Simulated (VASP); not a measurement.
**CoO: single point with LDA+U**

The system is CoO.

```xyz
2
Lattice="-1.5080 1.5080 2.1073 1.5080 -1.5080 2.1073 1.5080 1.5080 -2.1073" Properties=species:S:1:pos:R:3 pbc="T T T"
Co    0.0000    0.0000    0.0000
O     0.0000    0.0000    2.1073
```

```
Program                : VASP 6.6.1
Task                   : single point
Functional             : LDA
Potentials or basis    : VASP PAW LDA potentials, release 64 (Co, O)
Cutoff                 : 520 eV
k mesh                 : 9 × 9 × 9
Occupations            : gaussian, width 0.05 eV
Spin                   : collinear spin, random start
Starting moments       : [0.63, 0.0] μB
Hubbard terms          : Co d U = 3 eV
Further INCAR settings : ALGO = Normal; EDIFF = 1e-06
```

The pressure is -16.5 GPa. The band gap on the k mesh is none (metal or under the smearing width), the net moment is 3.00 μB per cell and the site moments are Co +2.69; O +0.27 μB. The valence electrons inside the program's atomic spheres are Co 7.84; O 4.96.

Stress tensor (GPa, compression positive):
```
-13.80   0.00   0.00
  0.00 -13.80   0.00
  0.00   0.00 -21.87
```

Levels at points of the mesh, in eV from the Fermi level:
Spin up:
| k point | band 5 | band 6 | band 7 | band 8 | band 9 | band 10 | band 11 |
| --- | --- | --- | --- | --- | --- | --- | --- |
| (0.00, 0.00, 0.00) | -4.38 | -3.78 | -2.91 | -2.76 | -2.76 | 1.30 | 16.91 |
Spin down:
```tsv
k point	band 2	band 3	band 4	band 5	band 6	band 7	band 8	band 9	band 10	band 11
(0.00, 0.00, 0.00)	-2.36	-2.25	-2.25	-2.10	-1.04	-1.04	0.46	0.98	1.84	16.99
```

Eigenvalues of the final occupation matrices:
| site | spin | trace | eigenvalues |
| --- | --- | --- | --- |
| site 1 d | 1 | 4.92 | 0.96 0.97 0.97 1.01 1.01 |
| site 1 d | 2 | 2.26 | 0.15 0.18 0.49 0.49 0.95 |

Run time: 52 s on 1 thread of Intel(R) Xeon(R) Platinum 8375C CPU @ 2.90GHz (Ice Lake), on a shared host, peak memory 0.15 GiB.

Caveat: a cell with one magnetic atom can't hold antiferromagnetic order, which such compounds often take. The state reached can hang on the start; a lower one may exist.
